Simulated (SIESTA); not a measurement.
MgS:

```xyz
2
Lattice="0.0000 2.8331 2.8331 2.8331 0.0000 2.8331 2.8331 2.8331 0.0000" Properties=species:S:1:pos:R:3 pbc="T T T"
S     1.4166    1.4166    1.4166
Mg    0.0000    0.0000    0.0000
```

The cell comes from a database or a generator and needn't be the stable form of this composition.

Base run:

```yaml
Program: SIESTA 5.4.2
Functional: LDA
Potentials_or_basis: PseudoDojo 0.4 standard (LDA files)
Basis: DZP (energy shift 0.003 Ry; two zetas on semicore shells)
Grid_cutoff: 800 Ry
Energy_shift: 0.003 Ry
k_mesh: 8 × 8 × 8
Occupations: fermi-dirac, width 0.05 eV
Spin: no spin polarisation
```

Its results: band gap on the k mesh 3.19 eV, direct; pressure -0.3 GPa.

Problem. The run is repeated on the same cell with these changes: functional from LDA to PBEsol; potentials or basis from PseudoDojo 0.4 standard (LDA files) to PseudoDojo 0.4 standard (PBEsol files). What comes out?

Solution. Band gap on the k mesh 3.27 eV, direct; pressure 1.2 GPa.

Caveats: the basis of atomic orbitals isn't converged, which shifts pressures, moduli and gaps.

Not every run made on this cell is shown here.
